Kohn-Sham DFT band gaps of cubic SiC (space group F-43m, 2-atom cell), without spin polarization and with Fermi-Dirac smearing of 0.05 eV; the cell was relaxed only in run ABINIT 10.8.3 (1). The measured gap is 2.39 eV, for a bulk crystal at cryogenic temperature, method not stated (arXiv:2009.14696).

```
             program  functional    how the value is got                      potentials or basis  wave cutoff (eV)    k-mesh  computed band gap (eV)  computed less measured (eV)
   ABINIT 10.8.3 (1)      PBEsol  Kohn-Sham, on the mesh  PseudoDojo NC SR PBEsol v0.4.1 standard              1007     8x8x8                   1.239                        -1.15
   ABINIT 10.8.3 (2)   LDA-Teter  Kohn-Sham, on the mesh                         JTH PAW LDA v2.0               544  10x10x10                   1.312                        -1.08
       ABACUS 3.10.1         PBE  Kohn-Sham, on the mesh      PseudoDojo NC SR 0.4.1 PBE standard              1116  10x10x10                   1.363                        -1.03
   ABINIT 10.8.3 (3)      revPBE  Kohn-Sham, on the mesh                         JTH PAW PBE v2.0               544  10x10x10                   1.369                        -1.02
Quantum ESPRESSO 7.5         PBE  Kohn-Sham, on the mesh                             SG15 PBE 1.2               952     8x8x8                   1.384                        -1.01
   ABINIT 10.8.3 (4)         PBE  Kohn-Sham, on the mesh                         SG15 NC PBE v1.2              1116     8x8x8                   1.384                        -1.01
   ABINIT 10.8.3 (5)        OLYP  Kohn-Sham, on the mesh                         JTH PAW PBE v2.0               544  10x10x10                   1.431                        -0.96
        OpenMX 3.8.5         PBE  Kohn-Sham, on the mesh                      OpenMX 2013 PBE set               n/a  11x11x11                   1.465                        -0.93
   ABINIT 10.8.3 (6)      r2SCAN  Kohn-Sham, on the mesh                         JTH PAW LDA v2.0               653  10x10x10                   1.698                        -0.69
         GPAW 26.7.0     vdW-DF2  Kohn-Sham, on the mesh     GPAW PAW data sets (gpaw data 1.2.1)               800  10x10x10                   1.931                        -0.46
```

Every computed gap lies below the measured one. Two sizes are worth remembering: at the PBE level, programs with suitable k-meshes agree to about 0.02 eV, yet they miss the measured gap by about 1 eV. The disagreement among them is therefore some fifty times smaller than the error they share. Most of the table follows from this contrast, and the rows that stand out need a closer look at the functional or at the mesh.

The close agreement has a simple origin. Once the functional is chosen and the mesh contains both band edges, each program solves the same Kohn-Sham equations, and the main differences left are the description of the atomic cores and the basis. Quantum ESPRESSO and ABINIT (4), which share the SG15 potentials, both give 1.384 eV. ABACUS, with PseudoDojo potentials, comes out 0.02 eV lower. Such agreement shows that the PBE answer is reproducible, but it is no evidence that the answer is right.

The common error comes from what a band gap means. It is the energy needed to take an electron out of the crystal, less the energy gained when one is put in. In cubic silicon carbide the highest filled state lies at Γ, the centre of the Brillouin zone, and the lowest empty one at X, on its boundary. The gap is then

gap = ε(X, empty) − ε(Γ, filled) + Δ

where ε is a Kohn-Sham level and Δ is the derivative discontinuity, a jump of the exact exchange-correlation potential when the first electron enters the conduction band.

LDA and the gradient functionals have no such jump. Their potential follows the density smoothly, and one electron added to a large crystal changes the density at each point by next to nothing. The programs therefore report only the difference of the two levels. Theoretical work on related semiconductors assigns most of such a shortfall to Δ, and the same is expected here; the table by itself cannot separate Δ from errors in the levels.

Exchanging one functional of this kind for another cannot restore the jump; it can only move the two levels, and among LDA, PBEsol, PBE, revPBE and OLYP it moves them little. With PseudoDojo potentials, going from PBEsol to PBE raises the gap by 0.12 eV, and with one set of PAW potentials, made for PBE, going from revPBE to OLYP raises it by 0.06 eV. The cells are practically the same, so these steps reflect the electronic structure and not a change of volume. LDA lies between PBEsol and PBE, which suggests that gradient terms need not open the gap. This order is less certain than the two steps, because the LDA run used a different kind of potential.

The difference between the two sizes becomes decisive where the gap enters an exponential. The density of thermally excited carriers in the pure crystal varies as exp(−gap/2kT), where k is the Boltzmann constant and T the temperature. At room temperature the PBE gap would overstate this density by eight to nine powers of ten, whereas the 0.02 eV between potentials changes it by a factor of only 1.5. Even the highest gap in the table leaves an error of about four powers of ten. Such an estimate should therefore start from a gap measured near the temperature in question and not from any of these computed ones.

The r2SCAN run shows what a richer functional can do. It lies 0.39 eV above the LDA run made with the same potentials and removes about a third of the LDA shortfall. Besides the density and its gradient, r2SCAN uses the kinetic energy density of the orbitals. Its potential therefore acts differently on orbitals of different shape, even where the density is the same, and part of the jump Δ enters the difference between filled and empty levels. The direction of the change is what theory leads one to expect, but its exact size is uncertain, because the potentials were made for LDA and the run warned of very low densities.

What closes the rest is known from theory. Hybrid functionals mix in nonlocal exchange, which treats filled and empty states differently, and the GW method computes the energies of adding and removing an electron directly. The motion of the atoms, present even at low temperature, lowers the measured gap. The attraction between the excited electron and the hole it leaves lowers it further if the gap was measured optically, which the table does not state. A calculation with fixed atoms and free carriers should thus end somewhat above the measured value, so these two effects make the true shortfall larger, not smaller.

OpenMX also uses PBE, yet its gap lies 0.09 eV above the mean of the other three PBE runs. This looks like a better result, but the cause is the k-mesh. A mesh centred on Γ contains X only if the number of divisions is even. OpenMX used eleven, so its closest point on the line from Γ to X stops one eleventh of the way short. The conduction band has its minimum at X, and a program that looks beside the minimum finds too high an energy.

The size of this error can be worked out from the levels that OpenMX itself computed near X. Close to the minimum the band is nearly a parabola:

E = E₀ + A l² + B t²

Here E₀ is the energy at X, and l and t are the distances from X along and across the line to Γ, counted in steps of one eleventh of that line. A and B measure how steeply the band rises in the two directions. The lowest level on the mesh has l = 1 and t = 0, so it lies too high by exactly A.

Two other levels have the same t but differ in l, which is 2 for one and 0 for the other. Their difference contains only A:

4A = −1.588 eV − (−1.972 eV) = 0.384 eV
A = 0.096 eV
corrected gap = 1.465 eV − 0.096 eV = 1.369 eV

The corrected gap falls within the range of the other PBE runs. Their gaps played no part in finding A, so this agreement is a real test of the explanation.

The k-points of these levels were assigned from the order of the list and from the degeneracies, and a second pair of levels, farther from X, supports the assignment with A = 0.090 eV. The first pair implies an electron mass along the line of 0.68 free electron masses. The parabola is less reliable across the line, where the band flattens further out, but that direction cancels in the difference used here. The printed output after this text gives the remaining comparisons.

The lesson carries over to other crystals whose band edge lies at half a reciprocal lattice vector, as the points X and L do. The error grows with the square of the distance between the edge and the nearest mesh point, and it is larger for a light electron than for a heavy one. An odd mesh about twice as fine would cut it to roughly a quarter, whereas a coarser even mesh centred on Γ avoids it altogether. The total energy hardly suffers, because it averages over the filled bands, while the gap depends on two single points. A mesh that is good enough for energies can therefore still give a wrong gap.

The GPAW run with vdW-DF2 comes closest to the measured gap, but it should not be read as a success of that functional. It lies 0.55 eV above the PBE mean, and its program, potentials and functional all differ from those of the PBE runs. The mesh is not to blame this time. The run also followed a band path through Γ and X, and the path gives the same band edges as the mesh and the same gap of 1.931 eV. The rise of roughly 0.2 eV in the printed output, estimated for a mesh that misses both edges, therefore does not apply to this run. Much of the excess is expected to come from the functional itself. Gradient-corrected exchange tends to open the gap, and in PBE the gradient correction to correlation largely offsets this; vdW-DF2 drops that correction and uses LDA correlation plus a nonlocal term instead. Its potential has no jump Δ either, so such a widening moves the levels without supplying the missing term. Still, the size of the excess fits poorly with the rest of the table, where LDA and the other gradient functionals stay within about 0.2 eV of one another once the OpenMX mesh error is removed, and no run here tests this account of it. A PBE run with the same program and data sets would show how much of the excess belongs to vdW-DF2 and how much to the potentials.

Printed output of the fit:

```
Gaps of all runs in eV:
                   row    gap  computed less measured  smallest direct gap  direct less indirect
     ABINIT 10.8.3 (1)  1.239                   -1.15                4.458                 3.219
     ABINIT 10.8.3 (2)  1.312                   -1.08                4.531                 3.219
         ABACUS 3.10.1  1.363                   -1.03                4.553                  3.19
     ABINIT 10.8.3 (3)  1.369                   -1.02                4.578                 3.209
  Quantum ESPRESSO 7.5  1.384                   -1.01                4.535                 3.151
     ABINIT 10.8.3 (4)  1.384                   -1.01                4.534                  3.15
     ABINIT 10.8.3 (5)  1.431                   -0.96                4.637                 3.206
          OpenMX 3.8.5  1.465                   -0.93                4.622                 3.157
     ABINIT 10.8.3 (6)  1.698                   -0.69                5.033                 3.335
           GPAW 26.7.0  1.931                   -0.46                5.004                 3.073
Measured gap in eV: 2.392
Mean of the three PBE runs other than OpenMX in eV: 1.377
Shortfall of that PBE mean in eV: 1.015
Spread of these three PBE runs in eV: 0.021
Spread as percentage of the shortfall: 2.07
OpenMX above the PBE mean in eV: 0.088
Mesh error of OpenMX from its levels near X in eV: 0.09592
Same mesh error from a second pair of levels in eV: 0.08988
OpenMX gap with the first mesh error taken off in eV: 1.369
Electron mass along the axis implied by the first pair in free electron masses: 0.6823
PBE less PBEsol with the same kind of potentials in eV: 0.124
OLYP less revPBE with the same potentials in eV: 0.062
r2SCAN less LDA with the same potentials in eV: 0.386
Percentage of the LDA shortfall that r2SCAN removes: 35.75
Rise of the smallest direct gap from LDA to r2SCAN in eV: 0.5014
GPAW with vdW-DF2 above the PBE mean in eV: 0.554
Rough rise of the GPAW gap if its mesh misses both band edges in eV: 0.2041
Decades by which the PBE gap overstates the intrinsic carrier density at 300 K: 8.522
Factor in the same density from the spread of the three PBE runs: 1.501
```
